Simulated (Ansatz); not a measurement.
## ZrS$_{2}$: two-dimensional strain map

Computed with DFT PBE+D3(BJ), scalar-relativistic, plane waves, PAW in Ansatz 0.2.0. Settings: plane waves to 420 eV, k-mesh 12×12×6 (Γ-centred), Gaussian smearing 0.05 eV. No spin polarisation. Energies are free energies at this smearing, counted from the undisturbed cell; pressure is positive in compression.

Zero of the scan (relaxed at this level):

```
Zr S
1.0
     3.63502    0.00000    0.00000
    -1.81751    3.14802    0.00000
     0.00000    0.00000    5.72275
Zr S
1 2
Direct
  0.00000 0.00000 0.00000
  0.33333 0.66667 0.25525
  0.66667 0.33333 0.74475
```

The cell is strained by p along both x and y and by q along z, fractional coordinates fixed. Points are written (p, q).

p was sampled at -0.050, -0.025, 0.000, 0.025, 0.050 and q at -0.050, -0.025, 0.000, 0.025, 0.050.

Task: Where on the computed points is the energy highest, and how high?

Result: At (-0.050, -0.050): 176.7 meV/atom.

Task: Away from (0, 0), which computed point is lowest?

Result: (0.000, -0.025): 5.8 meV/atom.

The map, in meV/atom:

```
 p \ q  -0.050  -0.025  0.000  0.025  0.050
-0.050   176.7   126.4   91.7   71.4   64.7
-0.025    73.7    40.7   21.5   15.4   21.3
 0.000    24.0     5.8    0.0    5.8   22.4
 0.025    19.7    14.1   19.7   35.6   61.2
 0.050    53.6    58.9   74.0   98.4  131.5
```